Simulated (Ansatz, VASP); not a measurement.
Two plane-wave programs on GaAs

INCAR

```
ALGO = Normal ; EDIFF = 1E-6
EDIFFG = -0.001 ; ENCUT = 600
GGA = PE ; IBRION = 2
ISIF = 3 ; ISMEAR = 0
LASPH = True ; LCHARG = False
LREAL = False ; LWAVE = False
NELM = 100 ; NSW = 80
PREC = Accurate ; SIGMA = 0.02
```

File KPOINTS:

```
k-points
0
Gamma
  12 12 12
```

File POSCAR:

```
GaAs
1.0
    0.0000000000      2.8726922683      2.8726922683
    2.8726922683      0.0000000000      2.8726922683
    2.8726922683      2.8726922683      0.0000000000
Ga As
1 1
Direct
    0.0000000000      0.0000000000      0.0000000000
    0.7500000000      0.7500000000      0.7500000000
```

Input for Ansatz:

```yaml
crystal:
  lattice:
    - [0.0, 2.8726922755, 2.8726922755]
    - [2.8726922755, 0.0, 2.8726922755]
    - [2.8726922755, 2.8726922755, 0.0]
  atoms:
    - { symbol: Ga, position: [0.0, 0.0, 0.0] }
    - { symbol: As, position: [0.75, 0.75, 0.75] }
basis:
  ecutwfc: 420
kpoints:
  mp_grid: { grid: [12, 12, 12] }
hamiltonian:
  xc: pbe
scf:
  occupations: { method: gaussian, width: 0.02 }
output:
  forces: true
  stress: true
  eigenvalues: true
relax:
  adjacent_minimum: "off"
  f_tol: 0.001
  max_steps: 60
  cell: { stress_tol: 0.01 }
```

Alike in both runs: task relaxation of cell and atoms; functional PBE; k mesh 12 × 12 × 12; occupations gaussian, width 0.02 eV; no spin polarisation.

|  | VASP | Ansatz |
| --- | --- | --- |
| version | VASP 6.6.1 | Ansatz 0.2.0 |
| potentials or method | VASP PAW PBE potentials, release 64 (Ga_d, As) | scalar-relativistic, plane waves, PAW |
| plane-wave cutoff (eV) | 600 | 420 |
| valence electrons in the cell | 18 | 28 |

Ansatz gave:

* gap on the k mesh at the Fermi level, each at its own relaxed structure (eV): 0.16
* relaxed volume (Å³/atom): 23.71
* relaxed cell length with the largest relative difference (Å): 4.063

What did VASP give for the same quantities?

gap on the k mesh at the Fermi level, each at its own relaxed structure (eV): 0.14; relaxed volume (Å³/atom): 23.77; relaxed cell length with the largest relative difference (Å): 4.066.

The two sets of potentials don't hold the same shells in valence.
